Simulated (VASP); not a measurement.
# TlBr (Pm-3m) in VASP: single point with HSE06

Aim: the single point of TlBr with HSE06.

Everything below comes from runs of VASP 6.6.1. Logs are shortened: lines on timing, memory, paths and dates and some standing lists are left out, and cuts for length are marked.

## 1. The crystal as given

The structure is cubic, space group Pm-3m (No. 221). The conventional cell has a = 3.946 Å, b = 3.946 Å, c = 3.946 Å, α = 90.00°, β = 90.00°, γ = 90.00°. Tl (site symmetry m-3m) is surrounded by 8 Br at 3.42 Å. Br (site symmetry m-3m) is surrounded by 8 Tl at 3.42 Å.

## 2. Single point, HSE06

POSCAR

```
TlBr
1.0
    3.9461933087      0.0000000000      0.0000000000
    0.0000000000      3.9461933087      0.0000000000
    0.0000000000      0.0000000000      3.9461933087
Tl Br
1 1
Direct
    0.0000000000      0.0000000000      0.0000000000
    0.5000000000      0.5000000000      0.5000000000
```

INCAR.step1

```
SYSTEM = TlBr
ALGO = Normal ; EDIFF = 1E-5
ENCUT = 520 ; GGA = PE
ISIF = 2 ; ISMEAR = 0
LASPH = .True. ; LCHARG = .False.
LREAL = .False. ; LWAVE = .True.
NBANDS = 17 ; NELM = 100
PREC = Accurate ; SIGMA = 0.01
```

INCAR.step2

```
SYSTEM = TlBr
ALGO = Normal ; EDIFF = 1E-7
ENCUT = 520 ; GGA = PE
HFSCREEN = 0.2079 ; ISIF = 2
ISMEAR = 0 ; ISTART = 1
LASPH = .True. ; LCHARG = .False.
LHFCALC = .True. ; LREAL = .False.
LWAVE = .False. ; NBANDS = 17
NELM = 100 ; PREC = Accurate
PRECFOCK = Normal ; SIGMA = 0.01
```

KPOINTS

```
k-points
0
Gamma
  4 4 4
  0 0 0
```

Potentials or basis: VASP PAW PBE potentials, release 64 (Tl_d, Br).

Command:

```bash
> cat potpaw_PBE.64/Tl_d/POTCAR potpaw_PBE.64/Br/POTCAR > POTCAR
> cp INCAR.step1 INCAR
> mpirun -np 1 vasp_std > vasp.out
> cp INCAR.step2 INCAR
> mpirun -np 1 vasp_std > vasp.out
```

OUTCAR:

```text
SYSTEM = TlBr
   EDIFF = 1E-7
   ENCUT = 520
   GGA = PE
   HFSCREEN = 0.2079
   ISIF = 2
   ISMEAR = 0
   ISTART = 1
   LASPH = .True.
   LHFCALC = .True.
   LREAL = .False.
   NELM = 100
   PREC = Accurate
   PRECFOCK = Normal

 ion  position               nearest neighbor table
   1  0.000  0.000  0.000-   2 3.42   2 3.42   2 3.42   2 3.42   2 3.42   2 3.42   2 3.42   2 3.42

   2  0.500  0.500  0.500-   1 3.42   1 3.42   1 3.42   1 3.42   1 3.42   1 3.42   1 3.42   1 3.42

  LATTYP: Found a simple cubic cell.
 ALAT       =     3.9461933087

  Lattice vectors:

 A1 = (   3.9461933087,   0.0000000000,   0.0000000000)
 A2 = (   0.0000000000,   3.9461933087,   0.0000000000)
 A3 = (   0.0000000000,   0.0000000000,   3.9461933087)

Analysis of symmetry for initial positions (statically):
=====================================================================
 Subroutine PRICEL returns:
 Original cell was already a primitive cell.

 Routine SETGRP: Setting up the symmetry group for a
 simple cubic supercell.

 Subroutine GETGRP returns: Found 48 space group operations
 (whereof 48 operations were pure point group operations)
 out of a pool of 48 trial point group operations.

The static configuration has the point symmetry O_h .

Analysis of symmetry for dynamics (positions and initial velocities):
=====================================================================
 Subroutine PRICEL returns:
 Original cell was already a primitive cell.

 Routine SETGRP: Setting up the symmetry group for a
 simple cubic supercell.

 Subroutine GETGRP returns: Found 48 space group operations
 (whereof 48 operations were pure point group operations)
 out of a pool of 48 trial point group operations.

The dynamic configuration has the point symmetry O_h .

 Subroutine INISYM returns: Found 48 space group operations
 (whereof 48 operations are pure point group operations),
 and found     1 'primitive' translations

----------------------------------------------------------------------------------------

                                     Primitive cell

  volume of cell :      61.4519

  direct lattice vectors                    reciprocal lattice vectors
     3.946193309  0.000000000  0.000000000     0.253408772  0.000000000  0.000000000
     0.000000000  3.946193309  0.000000000     0.000000000  0.253408772  0.000000000
     0.000000000  0.000000000  3.946193309     0.000000000  0.000000000  0.253408772

  length of vectors
     3.946193309  3.946193309  3.946193309     0.253408772  0.253408772  0.253408772

  position of ions in fractional coordinates (direct lattice)
     0.000000000  0.000000000  0.000000000
     0.500000000  0.500000000  0.500000000

  ion indices of the primitive-cell ions
   primitive index   ion index
                 1           1
                 2           2

----------------------------------------------------------------------------------------

 KPOINTS: k-points

Automatic generation of k-mesh.
 Grid dimensions read from file:
 generate k-points for:    4    4    4

 Generating k-lattice:

  Cartesian coordinates                     Fractional coordinates (reciprocal lattice)
     0.063352193  0.000000000  0.000000000     0.250000000  0.000000000  0.000000000
     0.000000000  0.063352193  0.000000000     0.000000000  0.250000000  0.000000000
     0.000000000  0.000000000  0.063352193     0.000000000  0.000000000  0.250000000

  Length of vectors
     0.063352193  0.063352193  0.063352193

  Shift w.r.t. Gamma in fractional coordinates (k-lattice)
     0.000000000  0.000000000  0.000000000

 Subroutine IBZKPT returns following result:
 ===========================================

 Found     10 irreducible k-points:

 Following reciprocal coordinates:
            Coordinates               Weight
  0.000000  0.000000  0.000000      1.000000
  0.250000  0.000000  0.000000      6.000000
  0.500000  0.000000  0.000000      3.000000
  0.250000  0.250000  0.000000     12.000000
  0.500000  0.250000  0.000000     12.000000
  0.500000  0.500000  0.000000      3.000000
  0.250000  0.250000  0.250000      8.000000
  0.500000  0.250000  0.250000     12.000000
  0.500000  0.500000  0.250000      6.000000
  0.500000  0.500000  0.500000      1.000000
   k-points           NKPTS =     10   k-points in BZ     NKDIM =     64   number of bands    NBANDS=     17
   number of dos      NEDOS =    301   number of ions     NIONS =      2
   total plane-waves  NPLWV =  27000
   dimension x,y,z NGX =    30 NGY =   30 NGZ =   30
   dimension x,y,z NGXF=    60 NGYF=   60 NGZF=   60
   ions per type =               1   1
   NGX,Y,Z   is equivalent  to a cutoff of  12.64, 12.64, 12.64 a.u.
   NGXF,Y,Z  is equivalent  to a cutoff of  25.28, 25.28, 25.28 a.u.
 SYSTEM =  TlBr
   PREC   = accura    normal or accurate (medium, high low for compatibility)
   ISTART =      1    job   : 0-new  1-cont  2-samecut
   ICHARG =      0    charge: 1-file 2-atom 10-const
   ISPIN  =      1    spin polarized calculation?
   LNONCOLLINEAR =      F non collinear calculations
   LSORBIT =      F    spin-orbit coupling
   LASPH  =      T    aspherical Exc in radial PAW
   ENCUT  =  520.0 eV  38.22 Ry    6.18 a.u.   7.34  7.34  7.34*2*pi/ulx,y,z
   NELM   =    100;   NELMIN=  2; NELMDL=  0     # of ELM steps
   EDIFF  = 0.1E-06   stopping-criterion for ELM
   LREAL  =      F    real-space projection
   EDIFFG = 0.1E-05   stopping-criterion for IOM
   NSW    =      0    number of steps for IOM
   IBRION =     -1    ionic relax: 0-MD 1-quasi-New 2-CG
   NFREE  =      0    steps in history (QN), initial steepest desc. (CG)
   ISIF   =      2    stress and relaxation
   ISYM   =      3    0-nonsym 1-usesym 2-fastsym
   POTIM  = 0.5000    time-step for ionic-motion
   TEBEG  =    0.0;   TEEND  =   0.0 temperature during run
   PSTRESS=    0.0 pullay stress
   NELECT =      20.0000    total number of electrons
   NUPDOWN=      -1.0000    fix difference up-down
   EMIN   =  10.00;   EMAX   =-10.00  energy-range for DOS
   EFERMI =   0.00;   METHOD = LEGACY
   ISMEAR =     0;   SIGMA  =   0.01  broadening in eV -4-tet -1-fermi 0-gaus
   EFERMI_NEDOS =   21; number of points for ismear=-14 and -15
   IALGO  =     38    algorithm
   IMIX   =      1    mixing-type and parameters
     AMIX     =   0.40;   BMIX     =  1.00
     AMIX_MAG =   1.60;   BMIX_MAG =  1.00
  volume/ion in A,a.u.               =      30.73       207.35
  Fermi-wavevector in a.u.,A,eV,Ry     =   1.126090  2.128002 17.253261  1.268079
  Thomas-Fermi vector in A             =   2.262770
   LORBIT       =      0    0 simple, 1 ext, 2 COOP (PROOUT), +10 PAW based schemes
   GGA     = PE    functional components
   LHFCALC =     T    Hartree Fock is set to
   PRECFOCK=normal    Normal, Fast or Accurate (Low or Medium for compatibility)
   ENCUT4O =  -1.0   cutoff for four orbital integrals eV
   NKREDX  =     1    reduce k-point grid by
   NKREDY  =     1    reduce k-point grid by
   NKREDZ  =     1    reduce k-point grid by
   AEXX    =    0.2500 exact exchange contribution
   HFSCREEN=    0.2079 screening length (either q_TF or 0.3 A-1)
   HFSCREENC=   0.2079 screening length for correlation (either q_TF or 0.3 A-1)
   ENCUTFOCK=  -1.0 apply spherical cutoff to Coloumb kernel
   IVDW    =     0    specifies the selected vdW correction
   LEPSILON=     F    determine dielectric tensor
   LRPA    =     F    only Hartree local field effects (RPA)
 non-spin polarized calculation
 Gauss-broadening in eV      SIGMA  =   0.01
  energy-cutoff  :      520.00
  volume of cell :       61.45
 maximum number of plane-waves:      1671
 NGX is ok and might be reduce to    30
  NGX = 24; NGY = 24; NGZ = 24

 number of electron      20.0000001 magnetization

 Free energy of the ion-electron system (eV)
  ---------------------------------------------------
  ext. energy  EPLUGINS =         0.00000000
  ---------------------------------------------------
  free energy    TOTEN  =        -6.56455175 eV

  energy without entropy =       -6.56455175  energy(sigma->0) =       -6.56455175

 E-fermi :   2.2367     XC(G=0):  -7.5546

 val. band max:        2.1823690505   @ k =   0.5000   0.0000   0.0000
 cond. band min:       4.6499406756   @ k =   0.5000   0.0000   0.0000
 fundamental gap:      2.4675716251
 Fermi energy:         2.2366545457

 k-point     1 :       0.0000    0.0000    0.0000
  band No.  band energies     occupation
      1     -13.1052      2.00000
      2      -9.3261      2.00000
      3      -9.3261      2.00000
      4      -9.1434      2.00000
      5      -9.1434      2.00000
      6      -9.1434      2.00000
[... 9 lines left out ...]
     16      14.7295      0.00000
     17      16.8261      0.00000

 k-point     2 :       0.2500    0.0000    0.0000
  band No.  band energies     occupation
      1     -12.9662      2.00000
      2      -9.3207      2.00000
      3      -9.2558      2.00000
      4      -9.1774      2.00000
      5      -9.1774      2.00000
      6      -9.1406      2.00000
[... 9 lines left out ...]
     16      15.2780      0.00000
     17      16.6055      0.00000

 k-point     3 :       0.5000    0.0000    0.0000
  band No.  band energies     occupation
      1     -12.8164      2.00000
      2      -9.3151      2.00000
      3      -9.2107      2.00000
      4      -9.2107      2.00000
      5      -9.1893      2.00000
      6      -9.1376      2.00000
[... 9 lines left out ...]
     16      16.7275      0.00000
     17      16.9150      0.00000

 k-point     4 :       0.2500    0.2500    0.0000
  band No.  band energies     occupation
      1     -12.8607      2.00000
      2      -9.2851      2.00000
      3      -9.2098      2.00000
      4      -9.1785      2.00000
      5      -9.1746      2.00000
      6      -9.1666      2.00000
[... 9 lines left out ...]
     16      14.1136      0.00000
     17      14.5883      0.00000

 k-point     5 :       0.5000    0.2500    0.0000
  band No.  band energies     occupation
      1     -12.7504      2.00000
      2      -9.2713      2.00000
      3      -9.2004      2.00000
      4      -9.1739      2.00000
      5      -9.1639      2.00000
      6      -9.1434      2.00000
[... 9 lines left out ...]
     16      14.7193      0.00000
     17      15.4129      0.00000

 k-point     6 :       0.5000    0.5000    0.0000
  band No.  band energies     occupation
      1     -12.6833      2.00000
      2      -9.2470      2.00000
      3      -9.1899      2.00000
      4      -9.1899      2.00000
      5      -9.1289      2.00000
      6      -9.0795      2.00000
[... 9 lines left out ...]
     16      13.6706      0.00000
     17      13.6706      0.00000

 k-point     7 :       0.2500    0.2500    0.2500
  band No.  band energies     occupation
      1     -12.7638      2.00000
      2      -9.2151      2.00000
      3      -9.2151      2.00000
      4      -9.1992      2.00000
      5      -9.1992      2.00000
      6      -9.1496      2.00000
[... 9 lines left out ...]
     16      14.3997      0.00000
     17      17.0562      0.00000

 k-point     8 :       0.5000    0.2500    0.2500
  band No.  band energies     occupation
      1     -12.6623      2.00000
      2      -9.2513      2.00000
      3      -9.2046      2.00000
      4      -9.1999      2.00000
      5      -9.1597      2.00000
      6      -9.1258      2.00000
[... 9 lines left out ...]
     16      14.2803      0.00000
     17      17.7463      0.00000

 k-point     9 :       0.5000    0.5000    0.2500
  band No.  band energies     occupation
      1     -12.5704      2.00000
      2      -9.2428      2.00000
      3      -9.2428      2.00000
      4      -9.2065      2.00000
      5      -9.1614      2.00000
      6      -9.0777      2.00000
[... 9 lines left out ...]
     16      15.1986      0.00000
     17      18.2953      0.00000

 k-point    10 :       0.5000    0.5000    0.5000
  band No.  band energies     occupation
      1     -12.4484      2.00000
      2      -9.2938      2.00000
      3      -9.2938      2.00000
      4      -9.2938      2.00000
      5      -9.0760      2.00000
      6      -9.0760      2.00000
[... 9 lines left out ...]
     16      16.3235      0.00000
     17      19.9413      0.00000

------------------------ aborting loop because EDIFF is reached ----------------------------------------

  FORCE on cell =-STRESS in cart. coord.  units (eV):
  Direction    XX          YY          ZZ          XY          YZ          ZX
  --------------------------------------------------------------------------------------
  -------------------------------------------------------------------------------------
  Total        0.6425573      0.6425573      0.6425573     -0.0000000     -0.0000000      0.0000000
  in kB       16.7527998     16.7527998     16.7527998     -0.0000000     -0.0000000      0.0000000
  external PRESSURE =      16.7527998 kB  Pullay stress =       0.0000000 kB

 VOLUME and BASIS-vectors are now :
 -----------------------------------------------------------------------------
  energy-cutoff  :      520.00
  volume of cell :       61.45
      direct lattice vectors                 reciprocal lattice vectors
     3.946193309  0.000000000  0.000000000     0.253408772  0.000000000  0.000000000
     0.000000000  3.946193309  0.000000000     0.000000000  0.253408772  0.000000000
     0.000000000  0.000000000  3.946193309     0.000000000  0.000000000  0.253408772

 POSITION                                       TOTAL-FORCE (eV/Angst)
 -----------------------------------------------------------------------------------
      0.00000      0.00000      0.00000         0.000000      0.000000      0.000000
      1.97310      1.97310      1.97310         0.000000      0.000000      0.000000
 -----------------------------------------------------------------------------------
    total drift:                                0.000000      0.000000      0.000000

  FREE ENERGIE OF THE ION-ELECTRON SYSTEM (eV)
  ---------------------------------------------------
  free  energy   TOTEN  =        -6.5645517488 eV

  energy  without entropy=       -6.5645517488  energy(sigma->0) =       -6.56455175
```

It took 8.9 min on 1 thread of Intel Xeon Platinum 8259CL at 2.50GHz (Skylake/Cascade Lake), shared host; peak memory 0.28 GiB.

Results:

- Free energy: -6.5646 eV
- Pressure: 1.7 GPa
- Band gap on the k mesh: 2.47 eV, direct

Caveat: the PAW data sets were made with another functional, which shifts forces and pressure a little; spin-orbit coupling is left out, which as a rule narrows the gap of such compounds by several tenths of an eV.
